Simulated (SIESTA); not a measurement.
Runs of SIESTA 5.4.2 on WS2. The cell holds a slab with vacuum, 12 atoms: a = 3.183 Å, b = 3.183 Å, c = 35.181 Å, α = 90.00°, β = 90.00°, γ = 120.00°. 

```tsv
task	level	potentials or basis	cell	gap on the mesh (eV)	largest force (eV/Å)
single point	PBE	PseudoDojo 0.4 standard (PBE files), DZP (energy shift 0.003 Ry; two zetas on semicore shells)	atoms moved at random, drawn with an rms of 0.05 Å	1.47	1.97
single point	PBE	PseudoDojo 0.4 standard (PBE files), DZP (energy shift 0.003 Ry; two zetas on semicore shells)	as given	1.49	0.68
band structure	PBEsol	PseudoDojo 0.4 standard (PBEsol files), DZP (energy shift 0.003 Ry; two zetas on semicore shells)	as given	1.45	0.37
band structure	LDA	PseudoDojo 0.4 standard (LDA files), DZP (energy shift 0.003 Ry; two zetas on semicore shells)	as given	(b)	(a)
```

Alike in all rows: no spin polarisation; k mesh 10 × 10 × 1; smearing fermi-dirac 0.05 eV; grid cutoff 800 Ry; energy shift 0.003 Ry.

Problem. Fill in the values left out.

Solution. (a) 0.16; (b) 1.41.

Caveats: spin-orbit coupling is left out, which moves the levels of the heavy elements; the basis of atomic orbitals isn't converged, which shifts pressures, moduli and gaps.

A k mesh can miss the band edges, and the runs leave out spin-orbit coupling on W.
